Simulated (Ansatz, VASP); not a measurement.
## Two plane-wave programs on PtSe2 (Sudovikovite)

```
CELL_PARAMETERS angstrom
3.72400 0.00000 0.00000
-1.86200 3.22508 0.00000
0.00000 0.00000 5.06200
ATOMIC_POSITIONS crystal
Pt 0.00000 0.00000 0.00000
Se 0.33333 0.66667 0.25000
Se 0.66667 0.33333 0.75000
```

Alike in both runs: task single point; functional PBEsol; k mesh 6 × 6 × 4; occupations gaussian, width 0.1 eV; no spin polarisation.

|  | VASP | Ansatz |
| --- | --- | --- |
| version | VASP 6.6.1 | Ansatz 0.2.0 |
| potentials or method | VASP PAW PBE potentials, release 64 (Pt, Se) | scalar-relativistic, plane waves, PAW |
| plane-wave cutoff (eV) | 520 | 420 |
| valence electrons in the cell | 22 | 50 |

```tsv
	VASP	Ansatz	Ansatz less VASP
gap on the k mesh at the Fermi level (eV)	none	none	-
pressure (GPa)	2.2	2.1	-0.10
largest component of the traceless stress (GPa)	0.99	0.96	-0.036
rms of the force components (eV/Å)	0.163	0.154	-0.0090
```

Atom by atom the forces differ by 0.009 eV/Å (rms over components). A gap of «none» marks a metal or a gap that the smearing closes. The two sets of potentials don't hold the same shells in valence.

Caveats: the PAW data sets were made with another functional, which shifts forces and pressure a little (VASP). The runs have no spin-orbit coupling, so splittings on Pt are missing.
